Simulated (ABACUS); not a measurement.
HfO2:

```
Hf O
1.0
     3.55802    0.00000    0.00000
     0.00000    3.55802    0.00000
     0.00000    0.00000    5.17186
Hf O
2 4
Direct
  0.00000 0.00000 0.00000
  0.50000 0.50000 0.50000
  0.00000 0.50000 0.19721
  0.50000 0.00000 0.30279
  0.50000 0.00000 0.80279
  0.00000 0.50000 0.69721
```

Measurements of this composition are mostly on another form, of space group No. 14.

Base run:

| Quantity | Value |
| --- | --- |
| Program | ABACUS 3.10.1 |
| Functional | PBEsol |
| Potentials or basis | PseudoDojo NC SR 0.4.1 PBEsol standard |
| Cutoff | 1143 eV |
| Density cutoff | 4572 eV |
| Basis | plane waves |
| k mesh | 8 × 8 × 5 |
| Occupations | fermi-dirac, width 0.05 eV |
| Spin | no spin polarisation |

Its results: band gap on the k mesh 4.69 eV, indirect (least direct gap 4.76 eV); pressure -1.4 GPa.

Question: The run is repeated on the same cell with these changes: potentials or basis from PseudoDojo NC SR 0.4.1 PBEsol standard to PseudoDojo NC SR 0.5 PBE stringent; cutoff from 1143 eV to 1796 eV; density cutoff from 4572 eV to 7184 eV; k mesh from 8 × 8 × 5 to 6 × 6 × 4; valence electrons from 48 to 76. What comes out?

Answer: Band gap on the k mesh 4.63 eV, indirect (least direct gap 4.70 eV); pressure 1.1 GPa.

Caveats: spin-orbit coupling is left out, which moves the levels of the heavy elements; there are fewer bands than atomic start orbitals, so a level may be missed at k points of high symmetry (some runs); an odd mesh through Γ misses points on the zone boundary, where band edges often lie (some runs); the potentials were made for another functional, which shifts forces and pressure (some runs).

Not every run made on this cell is shown here.
